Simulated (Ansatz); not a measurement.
The elements of this relaxed trial crystal are hidden behind letters.

```
lattice vectors (Å)
   2.1704    1.2531   17.7356
  -2.1704    1.2531   17.7356
   0.0000   -2.5062   17.7356
fractional positions
X 0.6001 0.6001 0.6001
X 0.3999 0.3999 0.3999
Z 0.0000 0.0000 0.0000
Z 0.1998 0.1998 0.1998
Z 0.8002 0.8002 0.8002
Q 0.2992 0.2992 0.2992
Q 0.9008 0.9008 0.9008
Q 0.5000 0.5000 0.5000
Q 0.0992 0.0992 0.0992
Q 0.7008 0.7008 0.7008
```

All numbers below come from DFT PBE, scalar-relativistic, plane waves, PAW in Ansatz 0.2.0. Cutoff 420 eV, Γ-centred 12×12×12 mesh (10-atom cell), Gaussian smearing of 0.10 eV, no spin polarisation.

- Space group: R-3m (No. 166)
- Conventional cell: a = 4.341 Å, c = 53.207 Å
- Volume per atom: 28.94 Å³
- Density: 8.40 g/cm³
- Energy over the elements: −0.12 eV/atom
- Gap on the 12×12×12 mesh of the 10-atom cell: 0 eV (a metal)

Energies are uncorrected and count from the elements' standard states at the same level.

Question: X is a d-block element of period 5, Z is a d-block element of period 6 and Q is a p-block element of period 5. Which elements are they?

Answer: X = Cd, Z = Hg, Q = Te, so the formula is Cd2Hg3Te5. Density times volume gives a mean mass of 8.40 × 28.94/1.6605 = 146.4 u per atom, and this set has 146.5 u. Among the elements that the hints allow, noble gases aside, only these give it. Cd has 6 Te at 3.04–3.05 Å; around Hg on a site of symmetry -3m lie 6 Te at 3.09 Å; around Te on a site of symmetry 3m lie 3 Cd at 3.04 Å and 3 Hg at 3.09 Å; 3 more sites not described.

Spin–orbit coupling, which can matter for Hg and Te, is left out. A structure relaxed within its symmetry needn't be a true minimum.
